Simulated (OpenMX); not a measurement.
TiC:

```xyz
2
Lattice="0.0000 2.1657 2.1657 2.1657 0.0000 2.1657 2.1657 2.1657 0.0000" Properties=species:S:1:pos:R:3 pbc="T T T"
Ti    0.0000    0.0000    0.0000
C     2.1657    2.1657    2.1657
```

The cell is a database's computed one.

| Property | Result |
| --- | --- |
| Program | OpenMX 3.8.5 |
| Task | single point |
| Functional | PBE |
| Potentials or basis | OpenMX 2013 PBE set, Ti7.0-s3p2d2, C6.0-s2p2d1, grid cutoff 400 Ry |
| k mesh | 11 × 11 × 11 |
| Occupations | fermi-dirac, width 0.05 eV |
| Spin | no spin polarisation |

On this cell: pressure -0.1 GPa; largest force zero by symmetry; band gap on the k mesh none (metal or under the smearing width).

The same run follows on a disturbed copy (atoms moved at random, drawn with an rms of 0.05 Å):

```
CELL_PARAMETERS angstrom
0.00000 2.16572 2.16572
2.16572 0.00000 2.16572
2.16572 2.16572 0.00000
ATOMIC_POSITIONS crystal
Ti 0.98208 0.02153 0.99282
C 0.48439 0.50743 0.51417
```

**Question.** What does the disturbed cell give?

**Answer.** The energy (extrapolated to zero smearing) moves by +8.5 meV/atom; pressure 0.4 GPa; largest force 0.567 eV/Å; band gap on the k mesh none (metal or under the smearing width).

Forces on the atoms (eV/Å):
```
Ti   0.148  0.485 -0.246
C   -0.147 -0.488  0.249
```

Caveats: the basis of atomic orbitals isn't converged, which shifts pressures, moduli and gaps.
